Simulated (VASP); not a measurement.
# Bi (Pm-3m) in VASP: single point with PBEsol

Aim: the single point of Bi with PBEsol.

All numbers are computed with VASP 6.6.1; they aren't measurements. Logs are shortened: lines on timing, memory, paths and dates and some standing lists are left out, and cuts for length are marked.

**1. The crystal as given**

It takes space group Pm-3m (No. 221, cubic). The conventional cell has a = 3.223 Å, b = 3.223 Å, c = 3.223 Å, α = 90.00°, β = 90.00°, γ = 90.00°. Bi (site symmetry m-3m) is surrounded by 6 Bi at 3.22 Å.

The cell was built by a generator and needn't be a form met in nature.

**2. Single point, PBEsol**

INCAR

```
SYSTEM = Bi
PREC = Accurate
ENCUT = 520
EDIFF = 1E-7
ISMEAR = -1
SIGMA = 0.13605693000000002
LREAL = .False.
LASPH = .True.
NELM = 100
ALGO = Fast
ISIF = 2
LWAVE = .False.
LCHARG = .False.
GGA = PS
NBANDS = 14
```

KPOINTS

```
Automatic mesh
0
Gamma
  10 10 10
  0 0 0
```

POSCAR

```
Bi
1.0
    3.2226581962      0.0000000000      0.0000000000
    0.0000000000      3.2226581962      0.0000000000
    0.0000000000      0.0000000000      3.2226581962
Bi
1
Direct
    0.0000000000      0.0000000000      0.0000000000
```

Potentials or basis: VASP PAW PBE potentials, release 64 (Bi_d).

Started as:

```console
$ cat potpaw_PBE.64/Bi_d/POTCAR > POTCAR
$ mpirun -np 1 vasp_std > vasp.out
```

OUTCAR:

```text
SYSTEM = Bi
   PREC = Accurate
   ENCUT = 520
   EDIFF = 1E-7
   ISMEAR = -1
   LREAL = .False.
   LASPH = .True.
   NELM = 100
   ISIF = 2
   GGA = PS

 ion  position               nearest neighbor table
   1  0.000  0.000  0.000-

  LATTYP: Found a simple cubic cell.
 ALAT       =     3.2226581962

  Lattice vectors:

 A1 = (   3.2226581962,   0.0000000000,   0.0000000000)
 A2 = (   0.0000000000,   3.2226581962,   0.0000000000)
 A3 = (   0.0000000000,   0.0000000000,   3.2226581962)

Analysis of symmetry for initial positions (statically):
=====================================================================
 Subroutine PRICEL returns:
 Original cell was already a primitive cell.

 Routine SETGRP: Setting up the symmetry group for a
 simple cubic supercell.

 Subroutine GETGRP returns: Found 48 space group operations
 (whereof 48 operations were pure point group operations)
 out of a pool of 48 trial point group operations.

The static configuration has the point symmetry O_h .

Analysis of symmetry for dynamics (positions and initial velocities):
=====================================================================
 Subroutine PRICEL returns:
 Original cell was already a primitive cell.

 Routine SETGRP: Setting up the symmetry group for a
 simple cubic supercell.

 Subroutine GETGRP returns: Found 48 space group operations
 (whereof 48 operations were pure point group operations)
 out of a pool of 48 trial point group operations.

The dynamic configuration has the point symmetry O_h .

 Subroutine INISYM returns: Found 48 space group operations
 (whereof 48 operations are pure point group operations),
 and found     1 'primitive' translations

----------------------------------------------------------------------------------------

                                     Primitive cell

  volume of cell :      33.4690

  direct lattice vectors                    reciprocal lattice vectors
     3.222658196  0.000000000  0.000000000     0.310302843  0.000000000  0.000000000
     0.000000000  3.222658196  0.000000000     0.000000000  0.310302843  0.000000000
     0.000000000  0.000000000  3.222658196     0.000000000  0.000000000  0.310302843

  length of vectors
     3.222658196  3.222658196  3.222658196     0.310302843  0.310302843  0.310302843

  position of ions in fractional coordinates (direct lattice)
     0.000000000  0.000000000  0.000000000

  ion indices of the primitive-cell ions
   primitive index   ion index
                 1           1

[... 81 lines left out ...]
   PSTRESS=    0.0 pullay stress
   NELECT =      15.0000    total number of electrons
   NUPDOWN=      -1.0000    fix difference up-down
   EMIN   =  10.00;   EMAX   =-10.00  energy-range for DOS
   EFERMI =   0.00;   METHOD = LEGACY
   ISMEAR =    -1;   SIGMA  =   0.14  broadening in eV -4-tet -1-fermi 0-gaus
   EFERMI_NEDOS =   21; number of points for ismear=-14 and -15
   IALGO  =     68    algorithm
   IMIX   =      4    mixing-type and parameters
     AMIX     =   0.40;   BMIX     =  1.00
     AMIX_MAG =   1.60;   BMIX_MAG =  1.00
  volume/ion in A,a.u.               =      33.47       225.86
  Fermi-wavevector in a.u.,A,eV,Ry     =   1.252827  2.367499 21.355361  1.569575
  Thomas-Fermi vector in A             =   2.386709
   LORBIT       =      0    0 simple, 1 ext, 2 COOP (PROOUT), +10 PAW based schemes
   GGA     = PS    functional components
   LHFCALC =     F    Hartree Fock is set to
   AEXX    =    0.0000 exact exchange contribution
   IVDW    =     0    specifies the selected vdW correction
   LEPSILON=     F    determine dielectric tensor
   LRPA    =     F    only Hartree local field effects (RPA)
 non-spin polarized calculation
 RMM-DIIS sequential band-by-band and
  energy-cutoff  :      520.00
  volume of cell :       33.47
 maximum number of plane-waves:       922
 NGX is ok and might be reduce to    24
   NGX = 11   NGY = 11   NGZ = 11

 number of electron      15.0000009 magnetization

 Free energy of the ion-electron system (eV)
  ---------------------------------------------------
  ext. energy  EPLUGINS =         0.00000000
  ---------------------------------------------------
  free energy    TOTEN  =        -4.29291439 eV

  energy without entropy =       -4.25996976  energy(sigma->0) =       -4.27644208

 E-fermi :   6.6754     XC(G=0):  -9.9689

 val. band max:        6.6321439254   @ k =   0.2000   0.2000   0.0000
 cond. band min:       6.6810580053   @ k =   0.4000   0.3000   0.3000
 fundamental gap:      0.0489140799
 Fermi energy:         6.6754020304

 k-point     1 :       0.0000    0.0000    0.0000
  band No.  band energies     occupation
      1     -16.1954      2.00000
      2     -16.1954      2.00000
      3     -15.8403      2.00000
      4     -15.8403      2.00000
      5     -15.8403      2.00000
      6      -6.5772      2.00000
      7       9.9355      0.00000
      8       9.9355      0.00000
      9       9.9355      0.00000
     10      13.1054      0.00000
     11      14.6321      0.00000
     12      14.6321      0.00000
     13      23.7759      0.00000
     14      23.7759      0.00000
[... 377 lines left out ...]
      1     -16.1428      2.00000
      2     -15.9849      2.00000
      3     -15.9106      2.00000
      4     -15.9095      2.00000
      5     -15.8530      2.00000
      6      -5.2517      2.00000
      7       4.1013      2.00000
      8       9.5783      0.00000
      9       9.7628      0.00000
     10      16.0928      0.00000
     11      16.7281      0.00000
     12      18.3303      0.00000
     13      18.4391      0.00000
     14      22.1774      0.00000

 [... further k-points ...]

------------------------ aborting loop because EDIFF is reached ----------------------------------------

  FORCE on cell =-STRESS in cart. coord.  units (eV):
  Direction    XX          YY          ZZ          XY          YZ          ZX
  --------------------------------------------------------------------------------------
  -------------------------------------------------------------------------------------
  Total       -0.0188323     -0.0188323     -0.0188323      0.0000000      0.0000000     -0.0000000
  in kB       -0.9015100     -0.9015100     -0.9015100      0.0000000      0.0000000     -0.0000000
  external PRESSURE =      -0.9015100 kB  Pullay stress =       0.0000000 kB

 VOLUME and BASIS-vectors are now :
 -----------------------------------------------------------------------------
  energy-cutoff  :      520.00
  volume of cell :       33.47
      direct lattice vectors                 reciprocal lattice vectors
     3.222658196  0.000000000  0.000000000     0.310302843  0.000000000  0.000000000
     0.000000000  3.222658196  0.000000000     0.000000000  0.310302843  0.000000000
     0.000000000  0.000000000  3.222658196     0.000000000  0.000000000  0.310302843

 POSITION                                       TOTAL-FORCE (eV/Angst)
 -----------------------------------------------------------------------------------
      0.00000      0.00000      0.00000         0.000000      0.000000      0.000000
 -----------------------------------------------------------------------------------
    total drift:                                0.000000     -0.000000      0.000000

  FREE ENERGIE OF THE ION-ELECTRON SYSTEM (eV)
  ---------------------------------------------------
  free  energy   TOTEN  =        -4.2929143877 eV

  energy  without entropy=       -4.2599697629  energy(sigma->0) =       -4.27644208
```

stdout:

```text
POSCAR found type information on POSCAR Bi
 POSCAR found :  1 types and       1 ions
 scaLAPACK will be used
 -----------------------------------------------------------------------------
|                                                                             |
|                                                                             |
|     You enforced a specific xc type in the INCAR file but a different       |
|     I HOPE YOU KNOW WHAT YOU ARE DOING!                                     |
|                                                                             |
 -----------------------------------------------------------------------------

 LDA part: xc-table for (Slater+PW92), standard interpolation
 POSCAR, INCAR and KPOINTS ok, starting setup
 FFT: planning ... GRIDC
 FFT: planning ... GRID_SOFT
 FFT: planning ... GRID
 WAVECAR not read
 entering main loop
WARNING in EDDRMM: call to ZHEGV failed, returncode =   6  3     12
WARNING in EDDRMM: call to ZHEGV failed, returncode =   8  4     13
 num prob WARNING in EDDRMM: call to ZHEGV failed, returncode =   8  4     13
```

Run time: 7.4 s. Hardware: 1 thread of Intel Xeon 6975P-C (Granite Rapids), shared host; peak memory 0.14 GiB.

What came out:

```
Free energy            : -4.2929 eV
Pressure               : -0.1 GPa
Band gap on the k mesh : none (metal or under the smearing width)
```

Caveat: the PAW data sets were made with another functional, which shifts forces and pressure a little; spin-orbit coupling is left out, which moves the levels of the heavy elements.
